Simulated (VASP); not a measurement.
A run of VASP 6.6.1 is set up as follows.

Contents of INCAR:

```
ALGO = Fast
EDIFF = 1E-6
ENCUT = 520
GGA = PE
ISIF = 2
ISMEAR = 0
LASPH = T
LCHARG = F
LREAL = F
LWAVE = F
NBANDS = 84
NELM = 100
PREC = Accurate
SIGMA = 0.1
```

The input KPOINTS:

```
k-points
0
Gamma
  3 3 3
```

File POSCAR:

```
Zn
1.0
    3.2980497639      1.9041299190      6.2806833922
   -3.2980497639      1.9041299190      6.2806833922
    0.0000000000     -3.8082598380      6.2806833922
Zn
12
Direct
    0.0988863186      0.4907391995      0.0988863186
    0.0988863186      0.0988863186      0.4907391995
    0.4907391995      0.0988863186      0.0988863186
    0.9011136814      0.5092608005      0.9011136814
    0.5092608005      0.9011136814      0.9011136814
    0.9011136814      0.9011136814      0.5092608005
    0.2404148172      0.6375908093      0.2404148172
    0.2404148172      0.2404148172      0.6375908093
    0.6375908093      0.2404148172      0.2404148172
    0.7595851828      0.3624091907      0.7595851828
    0.3624091907      0.7595851828      0.7595851828
    0.7595851828      0.7595851828      0.3624091907
```

Potentials or basis: VASP PAW PBE potentials, release 64 (Zn).

Command:

```sh
$ cat potpaw_PBE.64/Zn/POTCAR > POTCAR
$ mpirun -np 1 vasp_std > vasp.out
```

Q: Predict the pressure.

A: 0.3 GPa.

Q: Estimate the largest force.

A: 0.007 eV/Å.

Q: What does it give for the band gap on the k mesh?

A: None (metal or under the smearing width).

Stress tensor (GPa, compression positive):
```
0.31 0.00 0.00
0.00 0.31 0.00
0.00 0.00 0.23
```

Caveat: the k mesh is coarse (spacing up to 0.38 Å⁻¹), so the values aren't converged.
